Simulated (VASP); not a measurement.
# AlCo in VASP: further runs, part 2 of 2

VASP 6.6.1. The steps go on from the part before.

## Step 3: Single point, PBE

File INCAR:

```
ALGO = Fast
EDIFF = 1E-7
ENCUT = 520
GGA = PE
ISIF = 2
ISMEAR = 0
LASPH = True
LCHARG = True
LELF = True
LREAL = False
LVHAR = True
LWAVE = False
NBANDS = 13
NELM = 100
PREC = Accurate
SIGMA = 0.15
```

File KPOINTS:

```
k-points
0
Gamma
  12 12 12
```

File POSCAR:

```
AlCo
1.0
    2.9038977974      0.0828841438      0.0566579329
    0.0828841438      2.9337596159      0.0683609667
    0.0566579329      0.0683609667      2.6378098121
Al Co
1 1
Direct
   -0.0000021186     -0.0000014399     -0.0000035052
    0.5000021186      0.5000014399      0.5000035052
```

Potentials or basis: VASP PAW PBE potentials, release 64 (Al, Co).

On the command line:

```sh
$ cat potpaw_PBE.64/Al/POTCAR potpaw_PBE.64/Co/POTCAR > POTCAR
$ mpirun -np 1 vasp_std > vasp.out
```

OUTCAR:

```text
EDIFF = 1E-7
   ENCUT = 520
   GGA = PE
   ISIF = 2
   ISMEAR = 0
   LASPH = True
   LREAL = False
   NELM = 100
   PREC = Accurate

 ion  position               nearest neighbor table
   1  1.000  1.000  1.000-   2 2.39   2 2.39   2 2.41   2 2.41   2 2.43   2 2.43   2 2.57   2 2.57

   2  0.500  0.500  0.500-   1 2.39   1 2.39   1 2.41   1 2.41   1 2.43   1 2.43   1 2.57   1 2.57

  LATTYP: Found a triclinic cell.
 ALAT       =     4.0442008194
 B/A-ratio  =     0.6526143988
 C/A-ratio  =     0.9917173012
 COS(alpha) =     0.0062279904
 COS(beta)  =     0.5053419051
 COS(gamma) =     0.6887375450

  Lattice vectors:

 A1 = (  -0.1395420767,  -3.0021205826,  -2.7061707788)
 A2 = (  -0.0566579329,  -0.0683609667,  -2.6378098121)
 A3 = (   2.8210136536,  -2.8508754721,  -0.0117030338)

Analysis of symmetry for initial positions (statically):
=====================================================================
 Subroutine PRICEL returns:
 Original cell was already a primitive cell.

 Routine SETGRP: Setting up the symmetry group for a
 triclinic supercell.

 Subroutine GETGRP returns: Found  1 space group operations
[... 181 lines left out ...]
      5      10.2290      2.00000
      6      10.3859      2.00000
      7      15.7038      0.00000
      8      16.1870      0.00000
      9      19.5184      0.00000
     10      19.8723      0.00000
     11      19.8836      0.00000
     12      27.1965      0.00000
     13      31.2524      0.00000
[... 354 lines left out ...]
  band No.  band energies     occupation
      1       2.0225      2.00000
      2       6.7970      2.00000
      3       8.3168      2.00000
      4       8.8431      2.00000
      5       9.8946      2.00000
      6      10.2222      2.00000
      7      11.5460      0.00000
      8      15.8297      0.00000
      9      19.1903      0.00000
     10      22.3747      0.00000
     11      23.4744      0.00000
     12      26.1711      0.00000
     13      28.0737      0.00000

 [... further k-points ...]

------------------------ aborting loop because EDIFF is reached ----------------------------------------

  FORCE on cell =-STRESS in cart. coord.  units (eV):
  Direction    XX          YY          ZZ          XY          YZ          ZX
  --------------------------------------------------------------------------------------
  -------------------------------------------------------------------------------------
  Total        0.1579078      0.1702244      3.4826632     -1.1719032     -0.8518244     -0.6407363
  in kB       11.2784023     12.1581043    248.7456512    -83.7019847    -60.8406880    -45.7639312
  external PRESSURE =      90.7273860 kB  Pullay stress =       0.0000000 kB

 VOLUME and BASIS-vectors are now :
 -----------------------------------------------------------------------------
  energy-cutoff  :      520.00
  volume of cell :       22.43
      direct lattice vectors                 reciprocal lattice vectors
     2.903897797  0.082884144  0.056657933     0.344777645 -0.009573829 -0.007157420
     0.082884144  2.933759616  0.068360967    -0.009573829  0.341331365 -0.008640240
     0.056657933  0.068360967  2.637809812    -0.007157420 -0.008640240  0.379480043

 POSITION                                       TOTAL-FORCE (eV/Angst)
 -----------------------------------------------------------------------------------
      3.04343      3.08500      2.76282         0.000069      0.000026      0.000127
      1.52173      1.54251      1.38142        -0.000069     -0.000026     -0.000127
 -----------------------------------------------------------------------------------
    total drift:                               -0.000000      0.000000      0.000000

  FREE ENERGIE OF THE ION-ELECTRON SYSTEM (eV)
  ---------------------------------------------------
  free  energy   TOTEN  =       -11.8016156026 eV

  energy  without entropy=      -11.7877899780  energy(sigma->0) =      -11.79470279
```

stdout:

```text
POSCAR found type information on POSCAR AlCo
 POSCAR found :  2 types and       2 ions
 scaLAPACK will be used
 LDA part: xc-table for (Slater+PW92), standard interpolation
 POSCAR, INCAR and KPOINTS ok, starting setup
 FFT: planning ... GRIDC
 FFT: planning ... GRID_SOFT
 FFT: planning ... GRID
 WAVECAR not read
 entering main loop
WARNING in EDDRMM: call to ZHEGV failed, returncode =   8  4     12
```

Run time: 1.9 min. Hardware: 1 thread of Intel Xeon Platinum 8488C (Sapphire Rapids), shared host; peak memory 0.36 GiB.

What came out:

| Property | Result |
| --- | --- |
| Free energy | -11.8016 eV |
| Pressure | 9.1 GPa |
| Band gap on the k mesh | none (metal or under the smearing width) |

Stress tensor (GPa, compression positive):
```
 1.13 -8.37 -4.58
-8.37  1.22 -6.08
-4.58 -6.08 24.87
```

Levels at points of the mesh, in eV from the Fermi level:
| k point | band 4 | band 5 | band 6 | band 7 | band 8 | band 9 |
| --- | --- | --- | --- | --- | --- | --- |
| (0.00, 0.00, 0.00) | -1.05 | -0.66 | -0.50 | 4.82 | 5.30 | 8.63 |
| (0.50, 0.00, 0.00) | -1.97 | -1.16 | -0.51 | 0.06 | 8.00 | 9.82 |
| (0.00, 0.50, 0.00) | -1.90 | -1.15 | -0.49 | -0.02 | 8.09 | 10.06 |
| (0.50, 0.50, 0.00) | -2.68 | -1.08 | -1.01 | -0.35 | 1.90 | 3.26 |
| (0.00, 0.00, 0.50) | -1.95 | -1.74 | -0.83 | 0.98 | 8.38 | 10.02 |
| (0.50, 0.00, 0.50) | -1.84 | -1.69 | -1.60 | -0.05 | 3.07 | 4.24 |
| (0.00, 0.50, 0.50) | -1.84 | -1.65 | -1.55 | -0.09 | 2.97 | 4.18 |
| (0.50, 0.50, 0.50) | -0.28 | 0.12 | 1.62 | 2.83 | 3.08 | 4.62 |
